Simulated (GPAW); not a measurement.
# In K ELNES/XANES of InP (F-43m) from DFT

How does the In K edge of InP (F-43m) move when the bonds are compressed or stretched?

Method: X-ray absorption from dipole matrix elements to empty bands, plane-wave PAW PBE, in GPAW 26.7.0.

The database entry behind the starting cell differs from later determinations by our own check (0.1 to 0.3 % short, probably kX units), so it need not match the best structure at ambient conditions.

## 1. Starting point

Symmetry: F-43m, No. 216, cubic system. Conventional cell: a = 5.861 Å, b = 5.861 Å, c = 5.861 Å, α = 90.00°, β = 90.00°, γ = 90.00°. Nearest to In lie 4 P at 2.54 Å. Nearest to P lie 4 In at 2.54 Å. Farther neighbours are not listed.

## 2. Ground state of the crystal

A plain self-consistent run shows whether there is a gap, which decides the set-up of the core-hole run.

Contents of scf.py:

```python
import numpy as np
from ase import Atoms
from ase.parallel import parprint, paropen
from gpaw import GPAW, PW, FermiDirac, Mixer, MixerDif, setup_paths
from gpaw.test import gen
setup_paths.insert(0, '.')
gen('In', name='nch1s', xcname='PBE', corehole=(1, 0, 0), write_xml=True)
from gpaw.mpi import world
world.barrier()

atoms = Atoms('InP',
    cell=[[0, 2.9305, 2.9305],
     [2.9305, 0, 2.9305],
     [2.9305, 2.9305, 0]],
    scaled_positions=[[0, 0, 0],
     [0.75, 0.75, 0.75]],
    pbc=True)
atoms.calc = calc = GPAW(legacy_gpaw=True, mode=PW(430, force_complex_dtype=True), xc='PBE', setups={0: 'nch1s'},
    kpts={'size': (7, 7, 7), 'gamma': True}, occupations=FermiDirac(0.05),
    charge=0, mixer=Mixer(0.1, 5, 50), maxiter=150,
    convergence={'density': 0.0001, 'eigenstates': 1e-6}, txt='scf.txt')
energy = atoms.get_potential_energy() + calc.get_reference_energy()
ef = calc.get_fermi_level()
out = dict(energy=energy, fermi=ef, forces=atoms.get_forces().tolist())
parprint(f'all-electron energy {energy:.4f} eV, Fermi level {ef:.4f} eV')
ev = np.array([[calc.get_eigenvalues(k, s) for k in range(len(calc.get_ibz_k_points()))] for s in range(calc.get_number_of_spins())])
out['homo'], out['lumo'], out['counts'] = ev[ev < ef].max(), ev[ev > ef].min(), sorted(set((ev < ef).sum((0, 2)).tolist()))
out['filled'] = (ev[:, 0] < ef).sum(1).tolist()
import json
with paropen('out.json', 'w') as f:
    json.dump(out, f)
```

Command:

```
OMP_NUM_THREADS=1 mpirun -n 4 gpaw python scf.py
```

Numbers of over 12 decimals in the logs are rounded to 6 here.

What it wrote:

```text
Input parameters:
  convergence: {density: 0.0001,
                eigenstates: 1e-06}
  kpts: {gamma: True,
         size: (7, 7, 7)}
  maxiter: 150
  mixer: {backend: pulay,
          beta: 0.1,
          method: separate,
          nmaxold: 5,
          weight: 50}
  mode: {ecut: 430.0,
         force_complex_dtype: True,
         name: pw}
  occupations: {fixmagmom: False,
                name: fermi-dirac,
                width: 0.05}
  setups: {0: nch1s}
  xc: PBE

Initialize ...

[... PAW data sets ...]

Reference energy: -169278.334690  # eV

Spin-paired calculation

[... convergence settings ...]
Symmetries present (total): 24
  [... symmetry matrices ...]

343 k-points: 7 x 7 x 7 Monkhorst-Pack grid
20 k-points in the irreducible part of the Brillouin zone
       k-points in crystal coordinates                weights
   0:     0.00000000    0.00000000    0.00000000          1/343
   1:     0.14285714    0.14285714    0.00000000          6/343
   2:     0.14285714    0.14285714    0.14285714          8/343
   3:     0.28571429    0.14285714    0.14285714         12/343
   4:     0.28571429    0.28571429    0.00000000          6/343
   5:     0.28571429    0.28571429    0.14285714         24/343
   6:     0.28571429    0.28571429    0.28571429          8/343
   7:     0.42857143   -0.28571429   -0.28571429         12/343
   8:     0.42857143    0.28571429   -0.42857143         48/343
   9:     0.42857143    0.28571429   -0.28571429         24/343
          ...
  19:     0.42857143    0.42857143    0.42857143          8/343

Wave functions: Plane wave expansion
  Cutoff energy: 430.000 eV
  Number of coefficients (min, max): 965, 1032
  Pulay-stress correction: 0.000000 eV/Ang^3 (de/decut=0.000000)
  Using FFTW library
  Wavefunction extrapolation:
    Improved wavefunction reuse through dual PAW basis

Occupation numbers: Fermi-Dirac:
  width: 0.0500  # eV

Eigensolver
   Davidson(niter=2)

Densities:
  Coarse grid: 20*20*20 grid
  Fine grid: 40*40*40 grid
  Total Charge: 0.000000

Density mixing:
  Method: separate
  Backend: pulay
  Linear mixing parameter: 0.1
  old densities: 5
  Width of damping distribution: 1.1
  Damping of long wavelength oscillations: 50

[... Hamiltonian set-up ...]
Number of atoms: 2
Number of atomic orbitals: 13
Number of bands in calculation: 13
Number of valence electrons: 18
Bands to converge: occupied

... initialized

Initializing position-dependent things.

Density initialized from atomic densities
Creating initial wave functions:
  13 bands from LCAO basis set

                     P

       In

Atomic positions and initial magnetic moments

Positions:
   0 In     0.000000    0.000000    0.000000    ( 0.0000,  0.0000,  0.0000)
   1 P      4.395750    4.395750    4.395750    ( 0.0000,  0.0000,  0.0000)

Unit cell:
           periodic     x           y           z      points  spacing
  1. axis:    yes    0.000000    2.930500    2.930500    20     0.1692
  2. axis:    yes    2.930500    0.000000    2.930500    20     0.1692
  3. axis:    yes    2.930500    2.930500    0.000000    20     0.1692

  Lengths:   4.144353   4.144353   4.144353
  Angles:   60.000000  60.000000  60.000000

Effective grid spacing dv^(1/3) = 0.1846

iter:   1    -8.878581
iter:   2    -8.739761   -1.96  -1.11
iter:   3    -8.529620   -1.59  -1.18
iter:   4    -8.524304   -3.35  -1.57
iter:   5    -8.526983c  -3.01  -1.65
iter:   6    -8.525028c  -3.54  -2.60
iter:   7    -8.524999c  -4.57  -2.50
iter:   8    -8.524885c  -5.17  -2.84
iter:   9    -8.524878c  -5.26  -3.06
iter:  10    -8.524877c  -6.34c -3.59
iter:  11    -8.524877c  -7.35c -4.23c

Converged after 11 iterations.

Dipole moment: (2.734947, 2.734947, 2.734947) |e|*Ang

Energy contributions relative to reference atoms: (reference = -169278.334690)

Kinetic:        +23.234021
Potential:      -21.326897
External:        +0.000000
XC:             -10.667648
Entropy (-ST):   -0.000007
Local:           +0.235651
SIC:             +0.000000
--------------------------
Free energy:     -8.524881
Extrapolated:    -8.524877

Showing only first 2 kpts
 Kpt  Band  Eigenvalues  Occupancy
  0     7      4.92147    1.99903
  0     8      4.92147    1.99903
  0     9      5.62708    0.00306
  0    10      8.98453    0.00000

  1     7      4.27475    2.00000
  1     8      4.27475    2.00000
  1     9      7.31708    0.00000
  1    10      8.21349    0.00000

Fermi level: 5.30304

Gap: 0.706 eV
Transition (v -> c):
  (s=0, k=0, n=8, [0.00, 0.00, 0.00]) -> (s=0, k=0, n=9, [0.00, 0.00, 0.00])
No difference between direct/indirect transitions

Forces in eV/Ang:
  0 In    0.00000    0.00000    0.00000
  1 P    -0.00000    0.00000    0.00000
Scalar-relativistic atomic PBE calculation for In (Indium, Z=49)
Core hole in 1s state (1s occupation: 2.0)
750 radial gridpoints.
|------------------------------------------------|
|------------------------------------------------|
[... the atom generator's iteration count ...]

Energy contributions:
-------------------------
Kinetic:    +6122.732749
XC:          -159.461729
Potential: -11842.259356
-------------------------
Total:      -5878.988336

state      eigenvalue         ekin         rmax
-----------------------------------------------
1s^2.0 : -1018.800754  1296.173477        0.019
2s^2.0 :  -152.595651   268.599211        0.109
2p^6.0 :  -137.077634   255.185465        0.087
3s^2.0 :   -28.957229    75.901551        0.316
3p^6.0 :   -23.857637    70.394255        0.309
3d^10.0:   -15.902863    63.791717        0.258
4s^2.0 :    -4.393265    19.838983        0.770
4p^6.0 :    -2.871802    16.672136        0.816
4d^10.0:    -0.684593    10.483195        0.931
5s^2.0 :    -0.301473     2.214818        2.156
5p^1.0 :    -0.092631     1.016413        2.858
-----------------------------------------------
(units: Bohr and Hartree)

Generating PAW setup
Kinetic energy of the core from tauc = 6177.501810
Cutoffs:
rc(s)=2.240
rc(p)=2.350
rc(d)=2.170
rc(vbar)=2.230
rc(comp)=2.150
rc(nct)=2.350

Kinetic energy of the core states: 6012.454749
Charge: 0.0
Core electrons: 36.0
Valence electrons: 13.0
Pseudo-core charge: 0.558942
Shape function alpha=2.163
Pseudo-electron charge 6.787755
state    eigenvalue         norm
--------------------------------
5s(2) :    -0.301473     1.085498
*s    :     0.698527
5p(1) :    -0.092631     1.007688
*p    :     0.907369
4d(10):    -0.684593     0.305013
*d    :     0.315407
--------------------------------

Diagonalizing with gridspacing h=0.050

state   all-electron     PAW
-------------------------------
5s:      -0.301473    -0.302180
5p:      -0.092631    -0.093322
4d:      -0.684593    -0.685550
*f:                    0.061360
-------------------------------
all-electron energy -169286.8596 eV, Fermi level 5.3030 eV
```

Wall time 6.9 s (4 MPI ranks of Intel Xeon Platinum 8488C (Sapphire Rapids), shared host); peak memory 0.17 GiB.

The mesh shows a gap of 0.71 eV, so the hole is first treated in a charged cell, without the excited electron.

## 3. Reference energy of the supercell

The photon energy needs a difference of total energies, so the cell and mesh of the coming hole run are first run without a hole.

Edit scf.py of step 2 so:

```diff
@@ -10,11 +10,17 @@
 
-atoms = Atoms('InP',
-    cell=[[0, 2.9305, 2.9305],
-     [2.9305, 0, 2.9305],
-     [2.9305, 2.9305, 0]],
+atoms = Atoms('In4P4',
+    cell=[[0, -5.861, 0],
+     [-5.861, 0, 0],
+     [0, 0, -5.861]],
     scaled_positions=[[0, 0, 0],
-     [0.75, 0.75, 0.75]],
+     [0.5, 0, 0.5],
+     [0, 0.5, 0.5],
+     [0.5, 0.5, 0],
+     [0.25, 0.25, 0.25],
+     [0.75, 0.25, 0.75],
+     [0.25, 0.75, 0.75],
+     [0.75, 0.75, 0.25]],
     pbc=True)
 atoms.calc = calc = GPAW(legacy_gpaw=True, mode=PW(430, force_complex_dtype=True), xc='PBE', setups={0: 'nch1s'},
-    kpts={'size': (7, 7, 7), 'gamma': True}, occupations=FermiDirac(0.05),
+    kpts={'size': (3, 3, 3), 'gamma': True}, occupations=FermiDirac(0.02),
     charge=0, mixer=Mixer(0.1, 5, 50), maxiter=150,
```

What it wrote:

```text
Input parameters:
  convergence: {density: 0.0001,
                eigenstates: 1e-06}
  kpts: {gamma: True,
         size: (3, 3, 3)}
  maxiter: 150
  mixer: {backend: pulay,
          beta: 0.1,
          method: separate,
          nmaxold: 5,
          weight: 50}
  mode: {ecut: 430.0,
         force_complex_dtype: True,
         name: pw}
  occupations: {fixmagmom: False,
                name: fermi-dirac,
[...]
*s    :     0.698527
5p(1) :    -0.092631     1.007688
*p    :     0.907369
4d(10):    -0.684593     0.305013
*d    :     0.315407
--------------------------------

Diagonalizing with gridspacing h=0.050

state   all-electron     PAW
-------------------------------
5s:      -0.301473    -0.302180
5p:      -0.092631    -0.093322
4d:      -0.684593    -0.685550
*f:                    0.061360
-------------------------------
all-electron energy -677147.3964 eV, Fermi level 5.2897 eV
[key lines of the parts left out:]
Converged after 11 iterations.
Dipole moment: (0.000000, 0.000000, 0.000000) |e|*Ang
Free energy:    -34.061747
Fermi level: 5.28971
```

Run time: 9.6 s. Hardware: 4 MPI ranks; peak memory 0.23 GiB.

Reference energy: -677147.396 eV with the cores included.

[end of part 1 of 3]

[Banner, clock and machine lines of the logs are left out without a mark of their own.]

[Logs are printed without paths, hosts, clocks, repeated set-up lines and the standing remarks that a program may print on its own settings, such as how far it seeks lower states.]

[Hosts, paths, dates, database ids (printed as entryN), source tags and the programs' standing remarks are cut or masked in the printed files.]

[Lists of maxima count a maximum above −3 eV only where it reaches 4 % of the highest in the window and stands out from its surroundings by 2 % of it (1.5 % where it reaches 55 %); shoulders and weaker maxima are passed over, and of the rest the first, up to two pre-edge ones and the few strongest are named.]
